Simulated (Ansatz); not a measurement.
PbSe (zincblende), relaxed with r2SCAN, was run in Ansatz 0.2.0 under altered settings. All numbers are computed, without spin polarisation but where a row says otherwise.

```yaml
crystal:
  lattice:
    - [0.00000, 3.42320, 3.42320]
    - [3.42320, 0.00000, 3.42320]
    - [3.42320, 3.42320, 0.00000]
  atoms:
    - { symbol: Pb, position: [0.00000, 0.00000, 0.00000] }
    - { symbol: Se, position: [0.25000, 0.25000, 0.25000] }
```

The base run's other keys:
```yaml
kpoints:
  mp_grid: { grid: [4, 4, 4] }
hamiltonian:
  xc: hse06
scf:
  occupations: { method: fixed }
  n_extra_bands: 4
```

It takes 16 iterations with 1471 plane waves at 420 eV and 8 k points, and leaves a mean stress of +0.10 GPa. The gap over this mesh is 1.063 eV.

Outcomes, with energy and stress as changes against the base:
```csv
setting,outcome,ΔF (meV/atom),Δ mean stress (GPa),gap on the mesh (eV),iterations
"PBE hybrid, exx coeff 0.1, unscreened",converged,–,+0.3,1.031,11
"PBE hybrid, exx coeff 0.05, omega 0.1 1/Å",converged,–,+0.5,0.753,11
"PBE hybrid, exx coeff 0.1, omega 0.1 1/Å",converged,–,+0.3,0.891,11
basis.ecutwfc: 900,converged,-0.8,0.0,1.063,15
accuracy: low,converged,0.0,0.0,1.063,16
```
A dash marks a value that wasn't obtained or can't be compared. Stress is positive in compression.

- PBE hybrid, exx coeff 0.1, unscreened. That is 10 % exact exchange, at all ranges, against HSE06's 25 % screened at 0.208 1/Å. The mean stress moves by +0.3 GPa and the gap on the mesh by -0.032 eV (to 1.031). Totals of different functionals aren't comparable.
- PBE hybrid, exx coeff 0.05, omega 0.1 1/Å. That is 5 % exact exchange, screened with ω = 0.1 1/Å, against HSE06's 25 % screened at 0.208 1/Å. The mean stress moves by +0.5 GPa and the gap on the mesh by -0.309 eV (to 0.753). Totals of different functionals aren't comparable. The program warns that on this mesh the truncation of the exchange isn't bounded, so part of the change can be an error of the mesh.
- PBE hybrid, exx coeff 0.1, omega 0.1 1/Å. That is 10 % exact exchange, screened with ω = 0.1 1/Å, against HSE06's 25 % screened at 0.208 1/Å. The mean stress moves by +0.3 GPa and the gap on the mesh by -0.172 eV (to 0.891). Totals of different functionals aren't comparable. The program warns that on this mesh the truncation of the exchange isn't bounded, so part of the change can be an error of the mesh.

Within 1 meV an atom, 0.1 GPa and 0.005 eV of the base stay: basis.ecutwfc: 900; accuracy: low.

Spin-orbit coupling is left out; in compounds of Pb, Bi, Tl or Hg it can lower a gap by up to about 1 eV, split its edges or invert the bands.

The stress of a hybrid is loosely converged in these runs.

The meshes of the hybrids are coarse, so their gaps aren't converged to the digits shown.
